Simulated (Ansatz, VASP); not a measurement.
## WS4: VASP beside Ansatz

```
CELL_PARAMETERS angstrom
3.14578 0.00000 0.00000
-1.57289 2.72432 0.00000
0.00000 0.00000 47.77304
ATOMIC_POSITIONS crystal
S 0.66667 0.33333 0.17792
S 0.66667 0.33333 0.46720
S 0.66667 0.33333 0.53280
S 0.66667 0.33333 0.82208
W 0.33333 0.66667 0.50000
```

Alike in both runs: functional PBEsol; k mesh 9 × 9 × 1; occupations gaussian, width 0.05 eV; no spin polarisation.

Ansatz relaxed the structure, and its values are those at the end. VASP's run is a single point on that final structure, the one shown.

```csv
,VASP,Ansatz
version,VASP 6.6.1,Ansatz 0.2.0
potentials or method,"VASP PAW PBE potentials, release 64 (S, W_sv)","scalar-relativistic, plane waves, PAW"
plane-wave cutoff (eV),520,420
valence electrons in the cell,38,38
```

Ansatz gave:

* gap on the k mesh at the Fermi level (eV): none
* rms of the force components (eV/Å): 0.003

Problem. Which values does VASP return?

Solution. gap on the k mesh at the Fermi level (eV): none; rms of the force components (eV/Å): 0.011.

A gap of «none» marks a metal or a gap that the smearing closes. Ansatz warned: «xc_potential_rough_in_thin_density».

Caveats: the PAW data sets were made with another functional, which shifts forces and pressure a little (VASP). The runs have no spin-orbit coupling, so splittings on W are missing.
